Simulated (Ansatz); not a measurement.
# TiCo (Pm-3m) in Ansatz: notebook, part 2 of 2

Ansatz 0.2.0. Earlier steps stand in the parts before.

## Step 3: Band structure, PBEsol, collinear spin, ferromagnetic start

Input file input.yaml:

```yaml
crystal:
  lattice:
    - [2.98611099, 0.0, 0.0]
    - [0.0, 2.98611099, 0.0]
    - [0.0, 0.0, 2.98611099]
  atoms:
    - { symbol: Co, position: [0.5, 0.5, 0.5], spin: 2.0 }
    - { symbol: Ti, position: [0.0, 0.0, 0.0], spin: 1.0 }
kpoints:
  mp_grid: { grid: [9, 9, 9] }
  band_path:
    path:
      - [0.0, 0.0, 0.0]
      - [0.0, 0.5, 0.0]
      - [0.5, 0.5, 0.0]
      - [0.0, 0.0, 0.0]
      - [0.5, 0.5, 0.5]
      - [0.0, 0.5, 0.0]
    npoints: 10
scf:
  occupations: { method: fermi_dirac, width: 0.05 }
hamiltonian:
  xc: pbesol
  pseudopotentials:
    kind: all_electron
    lapw: { basis_error: 0.001 }
    relativity: none
magnetization:
  spin_polarized: true
output:
  forces: true
  stress: true
  eigenvalues: true
```

Potentials or basis: all-electron LAPW, non-relativistic.

Command:

```sh
$ ansatz run input.yaml --threads 2 --pin off --max-ram 6144MiB --backend cpu --events-out ev --progress --plain --runs-dir out
```

What it wrote:

```text
Warning: RAYON_NUM_THREADS=2 ignored (pool sized by the plan → 2); use --threads N
LAPW: plane waves up to 8.564 Å⁻¹, error target 1.0e-3 eV per atom; Ti in spheres of 1.288 Å, 12 of its electrons in bands, Dirac shells []; Co in spheres of 1.298 Å, 17 of its electrons in bands, Dirac shells [] (how accurate: hamiltonian.pseudopotentials.lapw.basis_error, Limitations)
Engine: ansatz 0.2.0, aarch64-unknown-linux-gnu
Pseudopotentials: kind: all_electron
Pseudopotential: Co, LAPW, valence charge 17, lapw/all_electron/none/Co, Schrödinger's equation, point nucleus
Pseudopotential: Ti, LAPW, valence charge 12, lapw/all_electron/none/Ti, Schrödinger's equation, point nucleus
Functional definition: PBEsol
  exchange = pbesol_x
  correlation = pbesol_c
Crystal: 2 atoms, lattice volume = 26.627 Å³
Basis set: ecut = 279.4252237728788 eV, 257 PW (Γ), exchange–correlation at level 2
Bands: 20, of which v1, the nominal top of the filled ones, is band 15 counted from 1 (14 counted from 0)
Symmetry: 48 space group operations
Space group: Pm-3m (ITA 221), of the structure as read, at distance tolerance 3.0e-5 Å
Magnetic group: BNS 221.92 (UNI 1594), of the structure as read, at distance tolerance 3.0e-5 Å
k-points: 35 of 729
Non-local potential: Co, projectors of the file, none
Non-local potential: Ti, projectors of the file, none
Initial density: superposition of atomic densities (chi_scale 0.1, normalization cell)
Starting moments: Σ|m| = 3 μB on 2 of 2 sites
Initial wavefunctions: plane waves of lowest kinetic energy (no species holds an atomic orbital)
Functional: x = pbesol(κ = 0.804, μ = 0.12345679012345678), c = pbesol(β = 0.046)
iter 1 solved again at ethr=2.90e-3 eV; its pass at ethr=1.00e-1 eV (dr2=8.42e-1 eV) is discarded
SCF iter   1: F=—  HF=-60679.719013 eV  |F-HF|=—  |Δ(HF+E_count)|=         —  Δρ=5.29e-2 (↑5.01e-2 ↓5.29e-2)  dr2=8.42e-1  dr2_m=5.31e-1  M=0.812 μB ∫|m|=0.839 μB  β_m=0.30  ethr=2.90e-3  ⟨swp⟩=2.0  Hψ=9531  notcnv=0
Mixer restart at iter 1: flushing history
preconditioner: auto → none  [metal: Δε(μ)=0.007 eV  Ē_g=4.927 eV  σ=0.050 eV  W_gap=0.03  n_scr=6 (ndim 8)  ℏωp=25.9 eV  f_vac=0.000  D(μ)=2.20/eV (n_scr^D=26)  sad-step TF]
SCF iter   2: F=—  HF=-60679.539977 eV  |F-HF|=—  |Δ(HF+E_count)|=   1.79e-1  Δρ=3.41e-2 (↑3.41e-2 ↓3.37e-2)  dr2=1.81e-1  dr2_m=2.55e-1  M=0.812 μB ∫|m|=0.867 μB  β_m=0.55  ethr=2.90e-3  ⟨swp⟩=2.1  Hψ=4344  notcnv=0
SCF iter   3: F=—  HF=-60679.779195 eV  |F-HF|=—  |Δ(HF+E_count)|=   2.39e-1  Δρ=3.21e-2 (↑2.10e-2 ↓3.21e-2)  dr2=9.73e-1  dr2_m=5.20e-2  M=0.471 μB ∫|m|=0.584 μB  β_m=0.44  ethr=6.23e-4  ⟨swp⟩=3.0  Hψ=4620  notcnv=0
[... 10 lines left out ...]
SCF iter  12: F=-60679.513762 eV  HF=-60679.513762 eV  |F-HF|=2.29e-9  |Δ(HF+E_count)|=   1.47e-9  Δρ=8.64e-7 (↑5.05e-7 ↓8.64e-7)  dr2=6.57e-10  dr2_m=3.36e-11  M=0.670 μB ∫|m|=0.828 μB  ethr=1.06e-12 (applied; sched 1.00e-12)  ⟨swp⟩=2.4  Hψ=4046  notcnv=0
SCF 1 converged in 12 iterations: F = -60679.513762 eV  dr2 = 6.57e-10
NSCF: frozen V_eff on 51 k-points
SCF converged after 12 iterations
Magnetization: 0.6700 μB (14.8350 up, 14.1650 down)
Absolute magnetization: 0.8280 μB (∫|ρ↑−ρ↓|)
Spin contamination: 0.0474 ħ² per cell (⟨S²⟩ above its minimum at these occupations)
Per-site moments (μB) at R_I (Å): [(0.7406244904419435, 1.2978394791627796), (-0.02821635570282055, 1.2882084581620021)]
Free energy (F): -60679.513762 eV
Harris-Foulkes:  -60679.513762 eV  (|F-HF|=2.29e-9)
Internal energy: -60679.495830 eV  (E = F + TS)
E sigma→0 (E₀):  -60679.504796 eV
Entropy (-TS):   -0.017932 eV (-8.966 meV/atom)
Fermi energy:    16.928435 eV
--- Per-component energies (eV) ---
  E_band       = -379.501144
  E_kinetic    = 60617.791701
  E_xc         = -2691.663471
  E_electrostatic = -118605.624060  (all electrons and nuclei)
  E_smearing   = -0.017932  (= −TS)
  E_closure    = 0.000000  (closes the sum)
  E_atoms      = -60662.411993  (free atoms, spherical and without spin; not in F)
  Σ components = -60679.513762   (vs F -60679.513762, Δ=0.00e0)
  Basis errors (estimates in eV, not in F): energy 2.1e-4 per atom: plane waves 1.7e-4 (8.8e-5 summed), levels above the bands 9.2e-69, relativity 0.0e0, radial functions 3.8e-5, core shells 7.5e-7; eigenvalues (radial functions only) 1.8e-6; not estimated: angular momenta, meshes, grids; target (lapw.basis_error) 1.0e-3; muffin-tin radii Ti 1.288 Å, Co 1.298 Å
--- Forces (eV/Å), atoms counted from 1 ---
  atom   1  Co    -0.00000000     0.00000000     0.00000000
  atom   2  Ti    -0.00000000     0.00000000     0.00000000
  max |Σ_I F_I| component: 3.99e-30 eV/Å
--- Stress (GPa, compression-positive) ---
       -6.503920       0.000000       0.000000
        0.000000      -6.503920       0.000000
        0.000000       0.000000      -6.503920
  P = ⅓ Tr σ = -6.5039 GPa (-65.039 kbar)
--- Band table (eV; the first three rows and the last of 70) ---
  k-point 0 ↑: bands = ["-75.5169", "-40.9078", "-40.9078", "-40.9078", "-38.9957", "-15.9584", "-15.9584", "-15.9584", "9.4323", "12.8205", "12.8205", "15.1293", "15.1293", "15.1293", "17.4265", "17.4265", "19.5691", "19.5691", "19.5691", "25.8883"]
  k-point 1 ↑: bands = ["-75.5167", "-40.9120", "-40.9075", "-40.9075", "-38.9901", "-15.9956", "-15.9559", "-15.9559", "9.6737", "12.9199", "12.9294", "15.1121", "15.1121", "15.1689", "17.3162", "17.4691", "19.2559", "19.2559", "19.5197", "24.8122"]
  k-point 2 ↑: bands = ["-75.5161", "-40.9227", "-40.9069", "-40.9069", "-38.9760", "-16.0887", "-15.9494", "-15.9494", "10.3643", "13.1947", "13.1997", "15.0741", "15.0741", "15.2734", "17.0064", "17.5080", "18.5908", "18.5908", "19.3904", "22.8779"]
  k-point 34 ↓: bands = ["-74.6554", "-40.0892", "-40.0891", "-40.0891", "-38.9081", "-16.1978", "-16.1977", "-16.1977", "14.4085", "14.5684", "14.5684", "14.8611", "14.8828", "14.8828", "16.8292", "16.8292", "19.8605", "19.8605", "23.8660", "24.7598"]
```

Run time: 16 s. Hardware: 2 threads of Arm Neoverse V1, shared host; peak memory 0.41 GiB.

What came out:

* Free energy: -60679.5138 eV
* Pressure: -6.5 GPa
* Band gap along the path: none (metal or under the smearing width)
* Net moment: 0.67 μB per cell
* Absolute moment: 0.83 μB per cell
* Site moments: Co +0.74; Ti -0.03 μB

Levels at the corners of the path, in eV from the Fermi level:
Spin up:
| point | band 12 | band 13 | band 14 | band 15 | band 16 | band 17 | band 18 | band 19 |
| --- | --- | --- | --- | --- | --- | --- | --- | --- |
| Γ | -1.80 | -1.80 | -1.80 | 0.50 | 0.50 | 2.64 | 2.64 | 2.64 |
| X | -1.90 | -1.90 | -1.43 | -0.78 | -0.40 | 0.62 | 0.62 | 2.18 |
| M | -2.68 | -1.31 | -0.63 | 0.67 | 0.67 | 1.09 | 2.44 | 2.44 |
| Γ | -1.80 | -1.80 | -1.80 | 0.50 | 0.50 | 2.64 | 2.64 | 2.64 |
| R | -2.11 | -2.11 | -2.11 | -1.28 | -1.28 | 3.13 | 3.13 | 7.31 |
| X | -1.90 | -1.90 | -1.43 | -0.78 | -0.40 | 0.62 | 0.62 | 2.18 |
Spin down:
```tsv
point	band 11	band 12	band 13	band 14	band 15	band 16	band 17	band 18
Γ	-3.62	-1.34	-1.34	-1.34	0.92	0.92	2.72	2.72
X	-2.03	-1.41	-1.41	-0.90	-0.85	0.48	0.62	0.62
M	-2.32	-2.32	-0.19	0.16	0.66	0.66	1.23	2.60
Γ	-3.62	-1.34	-1.34	-1.34	0.92	0.92	2.72	2.72
R	-2.32	-2.11	-2.11	-2.11	-0.16	-0.16	3.08	3.08
X	-2.03	-1.41	-1.41	-0.90	-0.85	0.48	0.62	0.62
```

## Step 4: Band structure, PBEsol, collinear spin, ferromagnetic start

input.yaml: that of step 3 with these lines changed.

```diff
@@ -23,6 +23,3 @@
   xc: pbesol
-  pseudopotentials:
-    kind: all_electron
-    lapw: { basis_error: 0.001 }
-    relativity: none
+  pseudopotentials: { kind: all_electron, datasets: crystal }
 magnetization:
@@ -33 +30,3 @@
   eigenvalues: true
+  elf: true
+  volumetric_format: npy
```

Potentials or basis: all-electron PAW datasets made for the crystal.

Command:

```sh
$ ansatz run input.yaml --threads 2 --pin off --max-ram 6144MiB --backend cpu --events-out ev --progress --plain --runs-dir out
```

Wall time 17 s (2 threads of Arm Neoverse V1, shared host); peak memory 0.65 GiB.

The run converged. Its results:

```yaml
Free_energy: -61092.8098 eV
Pressure: -8.1 GPa
Band_gap_along_the_path: none (metal or under the smearing width)
Net_moment: 0.73 μB per cell
Absolute_moment: 0.91 μB per cell
Site_moments: Co +0.82; Ti -0.03 μB
```

Levels at the corners of the path, in eV from the Fermi level:
Spin up:
```csv
point,band 13,band 14,band 15,band 16,band 17,band 18
Γ,-1.83,-1.83,0.51,0.51,2.69,2.69
X,-1.93,-1.46,-0.75,-0.53,0.64,0.64
M,-1.37,-0.70,0.55,0.55,1.11,2.48
Γ,-1.83,-1.83,0.51,0.51,2.69,2.69
R,-2.14,-2.14,-1.34,-1.34,3.19,3.19
X,-1.93,-1.46,-0.75,-0.53,0.64,0.64
```
Spin down:
```
point  band 11  band 12  band 13  band 14  band 15  band 16  band 17  band 18
    Γ    -3.60    -1.32    -1.32    -1.32     0.97     0.97     2.78     2.78
    X    -2.00    -1.40    -1.40    -0.88    -0.83     0.47     0.64     0.64
    M    -2.31    -2.31    -0.13     0.19     0.54     0.54     1.27     2.65
    Γ    -3.60    -1.32    -1.32    -1.32     0.97     0.97     2.78     2.78
    R    -2.33    -2.14    -2.14    -2.14    -0.10    -0.10     3.14     3.14
    X    -2.00    -1.40    -1.40    -0.88    -0.83     0.47     0.64     0.64
```

## Step 5: Band structure, PBEsol, collinear spin, ferromagnetic start

input.yaml: that of step 4 with these lines changed.

```diff
@@ -23,3 +23,6 @@
   xc: pbesol
-  pseudopotentials: { kind: all_electron, datasets: crystal }
+  pseudopotentials:
+    kind: all_electron
+    lapw: { basis_error: 0.001 }
+    dirac_shells: { Co: ["2p"], Ti: ["2p"] }
 magnetization:
@@ -30,3 +33 @@
   eigenvalues: true
-  elf: true
-  volumetric_format: npy
```

Potentials or basis: all-electron LAPW, inner shells corrected to Dirac's equation.

Command:

```sh
$ ansatz run input.yaml --threads 2 --pin off --max-ram 6144MiB --backend cpu --events-out ev --progress --plain --runs-dir out
```

Run time: 15 s. Hardware: 2 threads of Arm Neoverse V1, shared host; peak memory 0.41 GiB.

The run converged. Its results:

```yaml
Free_energy: -61093.8077 eV
Pressure: -8.1 GPa
Band_gap_along_the_path: none (metal or under the smearing width)
Net_moment: 0.73 μB per cell
Absolute_moment: 0.91 μB per cell
Site_moments: Co +0.82; Ti -0.04 μB
```

Levels at the corners of the path, in eV from the Fermi level:
Spin up:
```tsv
point	band 13	band 14	band 15	band 16	band 17	band 18
Γ	-1.82	-1.82	0.51	0.51	2.69	2.69
X	-1.93	-1.46	-0.75	-0.53	0.64	0.64
M	-1.37	-0.70	0.55	0.55	1.11	2.48
Γ	-1.82	-1.82	0.51	0.51	2.69	2.69
R	-2.14	-2.14	-1.34	-1.34	3.19	3.19
X	-1.93	-1.46	-0.75	-0.53	0.64	0.64
```
Spin down:
| point | band 12 | band 13 | band 14 | band 15 | band 16 | band 17 |
| --- | --- | --- | --- | --- | --- | --- |
| Γ | -1.32 | -1.32 | -1.32 | 0.97 | 0.97 | 2.78 |
| X | -1.40 | -1.40 | -0.88 | -0.83 | 0.47 | 0.64 |
| M | -2.31 | -0.13 | 0.18 | 0.54 | 0.54 | 1.27 |
| Γ | -1.32 | -1.32 | -1.32 | 0.97 | 0.97 | 2.78 |
| R | -2.14 | -2.14 | -2.14 | -0.10 | -0.10 | 3.14 |
| X | -1.40 | -1.40 | -0.88 | -0.83 | 0.47 | 0.64 |

## Step 6: Summary

```tsv
potentials or basis	cutoff (eV)	basis error allowed	pressure (GPa)	moment (μB)
all-electron LAPW, scalar-relativistic	279	0.001 eV/atom	-8.1	0.73
all-electron LAPW, non-relativistic	279	0.001 eV/atom	-6.5	0.67
all-electron PAW datasets made for the crystal	280	-	-8.1	0.73
all-electron LAPW, inner shells corrected to Dirac's equation	279	0.001 eV/atom	-8.1	0.73
```

Alike in all rows: task band structure; level PBEsol; spin collinear, ferromagnetic start; cell as given; k mesh 9 × 9 × 9; smearing fermi-dirac 0.05 eV.

Compare energies only between runs with the same functional and basis.
